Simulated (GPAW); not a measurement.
# KCl (Sylvite) (Fm-3m) in GPAW: single point with HSE06

Aim: the single point of KCl (Sylvite) with HSE06.

Everything below comes from runs of GPAW 26.7.0. Logs are shortened: lines on timing, memory, paths and dates and some standing lists are left out, and cuts for length are marked. The log counts tension as positive stress, the text compression.

**Experimental background.**

A printed reference work, monograph reports, for a bulk crystal of KCl: band gap 8.68 eV.

The runs below are set against these values where they give the same quantity.

### 1 Starting point

Symmetry: Fm-3m, No. 225, cubic system. Conventional cell: a = 6.293 Å, b = 6.293 Å, c = 6.293 Å, α = 90.00°, β = 90.00°, γ = 90.00°. Around K (site symmetry m-3m) lie 6 Cl at 3.15 Å. Around Cl (site symmetry m-3m) lie 6 K at 3.15 Å.

### 2 Single point, HSE06

The input, run.py:

```python
from ase import Atoms
from ase.dft.bandgap import bandgap
from ase.io import write
from ase.parallel import parprint
from gpaw import GPAW, PW

atoms = Atoms(['K', 'Cl'],
              cell=[[0.0, 3.14647, 3.14647],
                    [3.14647, 0.0, 3.14647],
                    [3.14647, 3.14647, 0.0]],
              scaled_positions=[[0.0, 0.0, 0.0],
                                [0.5, 0.5, 0.5]],
              pbc=True)

calc = GPAW(mode=PW(450),
            xc='HSE06',
            kpts={'size': (6, 6, 6), 'gamma': True},
            occupations={'name': 'fermi-dirac', 'width': 0.05},
            nbands=13,
            convergence={'density': 1e-05, 'energy': 1e-05},
            maxiter=60,
            txt='gpaw.txt')
atoms.calc = calc
energy = atoms.get_potential_energy()
forces = atoms.get_forces()
calc.write('gs.gpw')
write('result.traj', atoms)
parprint(f'Energy: {energy:.6f} eV')
parprint('Forces (eV/A):')
parprint(forces.round(4))
parprint('Fermi level:', round(calc.get_fermi_level(), 4), 'eV')
parprint(f'Gap: {bandgap(calc)[0]:.4f} eV, direct: {bandgap(calc, direct=True)[0]:.4f} eV')
```

Potentials or basis: GPAW PAW data sets (gpaw-data 1.2.1), pw.

Started as:

```console
$ OMP_NUM_THREADS=1 mpirun -n 8 gpaw python run.py
```

gpaw.txt:

```text
__  _  _
 | _ |_)|_||  |
 |__||  | ||/\| - 26.7.0

Input parameters:
  mode=PW(ecut=450.00000000000006),
  convergence={'density': 1e-05, 'energy': 1e-05},
  kpts=MonkhorstPack(size=(6, 6, 6), gamma=True),
  maxiter=60,
  nbands=13,
  occupations=Occupations(name='fermi-dirac', width=0.05),
  xc=XC(name='HSE06')

Diagonalizing LCAO Hamiltonian
Converting LCAO to pw mode

                 Cl

       K

Atoms  # Å, Bohr magnetons
|   | symbol |        x |        y |        z |    initial magnetic moments |
|---|--------|----------|----------|----------|-----------------------------|
| 0 |      K | 0.000000 | 0.000000 | 0.000000 | ( 0.0000,  0.0000,  0.0000) |
| 1 |     Cl | 3.146470 | 3.146470 | 3.146470 | ( 0.0000,  0.0000,  0.0000) |

Unit cell  # Å
| periodic |        x |        y |        z |  lengths |    angles |
|----------|----------|----------|----------|----------|-----------|
|      yes | 0.000000 | 3.146470 | 3.146470 | 4.449781 | 60.000000 |
|      yes | 3.146470 | 0.000000 | 3.146470 | 4.449781 | 60.000000 |
|      yes | 3.146470 | 3.146470 | 0.000000 | 4.449781 | 60.000000 |

Number of symmetries: 48
Symmetry operations  # r_c * U_cc + t_c -> r_c
|    | kind |            matrix            |
|----|------|------------------------------|
|  0 |  σ   |  1, 0, 0,  1, 0,-1,  1,-1, 0 |
|  1 |  C2  |  1, 0, 0,  1,-1, 0,  1, 0,-1 |
|  2 |  E   |  1, 0, 0,  0, 1, 0,  0, 0, 1 |
|  3 |  σ   |  1, 0, 0,  0, 0, 1,  0, 1, 0 |
|  4 |  C4  |  1, 0,-1,  1, 0, 0,  1,-1, 0 |
|  5 |  S6  |  1, 0,-1,  1,-1, 0,  1, 0, 0 |
|  6 |  σ   |  1, 0,-1,  0, 1,-1,  0, 0,-1 |
|  7 |  C3  |  1, 0,-1,  0, 0,-1,  0, 1,-1 |
|  8 |  S6  |  1,-1, 0,  1, 0, 0,  1, 0,-1 |
|  9 |  C4  |  1,-1, 0,  1, 0,-1,  1, 0, 0 |
| 10 |  C3  |  1,-1, 0,  0,-1, 1,  0,-1, 0 |
| 11 |  σ   |  1,-1, 0,  0,-1, 0,  0,-1, 1 |
| 12 |  σ   |  0, 1, 0,  1, 0, 0,  0, 0, 1 |
| 13 |  C4  |  0, 1, 0,  0, 1,-1, -1, 1, 0 |
| 14 |  C3  |  0, 1, 0,  0, 0, 1,  1, 0, 0 |
| 15 |  S6  |  0, 1, 0, -1, 1, 0,  0, 1,-1 |
| 16 |  C2  |  0, 1,-1,  1, 0,-1,  0, 0,-1 |
| 17 |  σ   |  0, 1,-1,  0, 1, 0, -1, 1, 0 |
| 18 |  S4  |  0, 1,-1,  0, 0,-1,  1, 0,-1 |
| 19 |  C4  |  0, 1,-1, -1, 1, 0,  0, 1, 0 |
| 20 |  C3  |  0, 0, 1,  1, 0, 0,  0, 1, 0 |
| 21 |  σ   |  0, 0, 1,  0, 1, 0,  1, 0, 0 |
| 22 |  S6  |  0, 0, 1,  0,-1, 1, -1, 0, 1 |
| 23 |  C4  |  0, 0, 1, -1, 0, 1,  0,-1, 1 |
| 24 |  S4  |  0, 0,-1,  1, 0,-1,  0, 1,-1 |
| 25 |  C3  |  0, 0,-1,  0, 1,-1,  1, 0,-1 |
| 26 |  C2  |  0, 0,-1,  0,-1, 0, -1, 0, 0 |
| 27 |  S6  |  0, 0,-1, -1, 0, 0,  0,-1, 0 |
| 28 |  S4  |  0,-1, 1,  1,-1, 0,  0,-1, 0 |
| 29 |  C4  |  0,-1, 1,  0, 0, 1, -1, 0, 1 |
| 30 |  C2  |  0,-1, 1,  0,-1, 0,  1,-1, 0 |
| 31 |  σ   |  0,-1, 1, -1, 0, 1,  0, 0, 1 |
| 32 |  C3  |  0,-1, 0,  1,-1, 0,  0,-1, 1 |
| 33 |  S6  |  0,-1, 0,  0, 0,-1, -1, 0, 0 |
| 34 |  S4  |  0,-1, 0,  0,-1, 1,  1,-1, 0 |
| 35 |  C2  |  0,-1, 0, -1, 0, 0,  0, 0,-1 |
| 36 |  C2  | -1, 1, 0,  0, 1, 0,  0, 1,-1 |
| 37 |  S6  | -1, 1, 0,  0, 1,-1,  0, 1, 0 |
| 38 |  S4  | -1, 1, 0, -1, 0, 1, -1, 0, 0 |
| 39 |  C3  | -1, 1, 0, -1, 0, 0, -1, 0, 1 |
| 40 |  S6  | -1, 0, 1,  0, 0, 1,  0,-1, 1 |
| 41 |  C2  | -1, 0, 1,  0,-1, 1,  0, 0, 1 |
| 42 |  C3  | -1, 0, 1, -1, 1, 0, -1, 0, 0 |
| 43 |  S4  | -1, 0, 1, -1, 0, 0, -1, 1, 0 |
| 44 |  C2  | -1, 0, 0,  0, 0,-1,  0,-1, 0 |
| 45 |  i   | -1, 0, 0,  0,-1, 0,  0, 0,-1 |
| 46 |  σ   | -1, 0, 0, -1, 1, 0, -1, 0, 1 |
| 47 |  C2  | -1, 0, 0, -1, 0, 1, -1, 1, 0 |

BZ-sampling:
  Number of BZ points: 216
  Number of IBZ points: 16

  Monkhorst-Pack size: [6, 6, 6]
  Monkhorst-Pack shift: [0.08333333333333333, 0.08333333333333333, 0.08333333333333333]

K-points  # in reciprocal-cell coordinates
|     |                                coordinates |     weight |
|-----|--------------------------------------------|------------|
|   0 | (  0.00000000,   0.00000000,   0.00000000) | 0.00462963 |
|   1 | (  0.16666667,   0.16666667,   0.00000000) | 0.02777778 |
|   2 | (  0.16666667,   0.16666667,   0.16666667) | 0.03703704 |
|   3 | (  0.33333333,   0.16666667,   0.16666667) | 0.05555556 |
|   4 | (  0.33333333,   0.33333333,  -0.33333333) | 0.05555556 |
|   5 | (  0.33333333,   0.33333333,   0.00000000) | 0.02777778 |
|   6 | (  0.33333333,   0.33333333,   0.16666667) | 0.11111111 |
|   7 | (  0.33333333,   0.33333333,   0.33333333) | 0.03703704 |
|   8 | (  0.50000000,   0.33333333,  -0.33333333) | 0.11111111 |
|   9 | (  0.50000000,   0.33333333,  -0.16666667) | 0.05555556 |
| ... |                                            |            |
|  15 | (  0.50000000,   0.50000000,   0.50000000) | 0.01851852 |

Plane wave coefficients: 1363
Cutoff: 450.00000000000006 eV

Spin-components: 1 (collinear spins)
Bands:           13
Projectors:      10
Spin-degeneracy: 2
Datatype:        complex128

Parallelization:
  kpt:    8
  domain: 1
  band:   1

Density:
  Valence electrons: 16.0
  Components: 1
  Grid points: [24 24 24]
  Charge: 0.0  # |e|

Potential:
  Grid points: [24 24 24]

species:
  K:
    name:    Potassium
    Z:       19.0
    valence: 9
    core:    10
    charge:  0.0  # [|e|]
    compensation charges:
      type: gauss
      rc: 0.35  # [Å]
      lmax: 2
    cutoffs:
      filter: 1.91  # [Å]
      core: 1.27  # [Å]
    projectors
    | kind |    occ | energy [eV] | rcut [Å] |
    |------|--------|-------------|----------|
    |   3s |  2.000 |     -35.338 |    1.122 |
    |   4s |  1.000 |      -2.319 |    1.122 |
    |   3p |  6.000 |     -18.813 |    1.106 |
    |    p |        |       8.398 |    1.106 |
    |    d |        |       0.000 |    0.937 |

    Using partial waves for K as LCAO basis

  Cl:
    name:    Chlorine
    Z:       17.0
    valence: 7
    core:    10
    charge:  0.0  # [|e|]
    compensation charges:
      type: gauss
      rc: 0.25  # [Å]
      lmax: 2
    cutoffs:
      filter: 1.40  # [Å]
      core: 1.49  # [Å]
    projectors
    | kind |    occ | energy [eV] | rcut [Å] |
    |------|--------|-------------|----------|
    |   3s |  2.000 |     -20.689 |    0.794 |
    |   3p |  5.000 |      -8.594 |    0.794 |
    |    s |        |       6.523 |    0.794 |
    |    p |        |      18.617 |    0.794 |
    |    d |        |       0.000 |    0.794 |

    Using partial waves for Cl as LCAO basis

Reference energy: -28937.202614  # eV

eigensolver:
  PPCG
  Converge bands: occupied
  niter=2

density mixing:
  MSR1-Mixer
  Pratt-step length: 0.05
  Maximum mixing coefficient: 0.75
  Old densities: 10
  SVD Regularization: 0.005
  Good broyden scale: 1.0
  Trust region scale: 1.0
  Backstep threshold: 4.0
  History deletion threshold: 6.0
  Fourier metric: weight=20.0, sigma=0.015

occupation numbers:
  Fermi-Dirac:
    width: 0.0500  # eV

poisson solver:
  ecut: 3600.0000000000005  # eV

xc functional:
  name: HYB_GGA_XC_HSE06 with 2 nearest neighbor stencil

convergence criteria:
- Maximum integral of absolute [dens]ity change: 1e-05 electrons / valence electron
- Maximum [total energy] change in last 3 cyles: 1e-05 eV / valence electron
- Maximum integral of absolute [eigenst]ate change: 4e-08 eV^2 / valence electron
maximum number of iterations: 60

IBZ(<points: 16, symmetries: 48>)
Occupied bands: 8
SCF iterations
|iter     | |      energy | eigst |  dens |
|---------|-|-------------|-------|-------|
|iter:   1| | -414.726307 | +0.18 |       |
|iter:   2| |  -18.495362 | -0.61 | -0.92 |
|iter:   3| |  -18.696968 | -1.82 | -1.26 |
|iter:   4| |  -18.606581 | -2.28 | -1.34 |
|iter:   5| |  -18.576994 | -2.24 | -1.47 |
|iter:   6| |  -18.581291 | -3.00 | -1.60 |
|iter:   7| |  -18.576306 | -3.40 | -1.69 |
|iter:   8| |  -18.577715 | -3.63 | -2.08 |
|iter:   9| |  -18.577751 | -4.81 | -2.89 |
|iter:  10| |  -18.577792c| -4.73 | -3.20 |
|iter:  11| |  -18.577769c| -6.00 | -3.36 |
|iter:  12| |  -18.577795c| -5.89 | -3.81 |
|iter:  13| |  -18.577795c| -7.45c| -4.07 |
|iter:  14| |  -18.577768c| -6.41 | -4.06 |
|iter:  15| |  -18.577794c| -7.37 | -4.40 |
|iter:  16| |  -18.577794c| -8.35c| -4.87 |
|iter:  17| |  -18.577794c|-10.02c| -5.64c|

Converged in 17 steps
Energy contributions relative to reference atoms: (reference = -28937.202614)

Energy contributions:
  Kinetic:           0.941939
  Coulomb:          -0.135671
  Zero:             -0.697524
  External:          0.000000
  Xc:              386.747476
  Entropy:          -0.000000
  Spinorbit:         0.000000
  Hybrid_Xc_Cc:      -354.567662
  Hybrid_Xc_Vc:       -11.366029
  Hybrid_Xc_Vv:       -39.500322
  ----------------------------
  Free energy:     -18.577794
  Extrapolated:    -18.577794

dipole moment: (-22.939092, -22.939092, -22.939092)  # |e|*Ang

Fermi level: 1.678
Eigenvalues  # (at kpt = [0.000, 0.000, 0.000])
| band index |      eig [eV] | occ [0-2] |
|------------|---------------|-----------|
|          0 |       -30.544 |     2.000 |
|          1 |       -14.590 |     2.000 |
|          2 |       -12.672 |     2.000 |
|          3 |       -12.672 |     2.000 |
|          4 |       -12.672 |     2.000 |
|          5 |        -1.322 |     2.000 |
|          6 |        -1.322 |     2.000 |
|          7 |        -1.322 |     2.000 |
|          8 |         5.147 |     0.000 |
|          9 |         8.570 |     0.000 |
|         10 |         8.570 |     0.000 |
|         11 |         8.571 |     0.000 |
|         12 |         9.549 |     0.000 |

Gap: 6.469 eV
Transition (v -> c):
  (s=0, k=0, n=7, [0.00, 0.00, 0.00]) -> (s=0, k=0, n=8, [0.00, 0.00, 0.00])
No difference between direct/indirect transitions

Forces  # eV/Ang
|        x |        y |        z |
|----------|----------|----------|
| -0.00000 | -0.00000 | -0.00000 |  # K    0
| -0.00000 |  0.00000 | -0.00000 |  # Cl   1

# Writing to gs.gpw (mode='')
```

Run time: 17 min. Hardware: 8 MPI ranks of Intel Xeon 6975P-C (Granite Rapids), shared host; peak memory 0.26 GiB.

What came out:

- Free energy: -18.5778 eV
- Band gap on the k mesh: 6.47 eV, direct

Caveat: the PAW data sets were made with another functional, which shifts forces and pressure a little.

### 3 How close it comes

Step 2. Against the measured gap of KCl, 8.68 eV (a printed reference work, monograph), the calculated 6.47 eV is off by -2.21 eV. The value is that of HSE06, without temperature or zero-point motion.
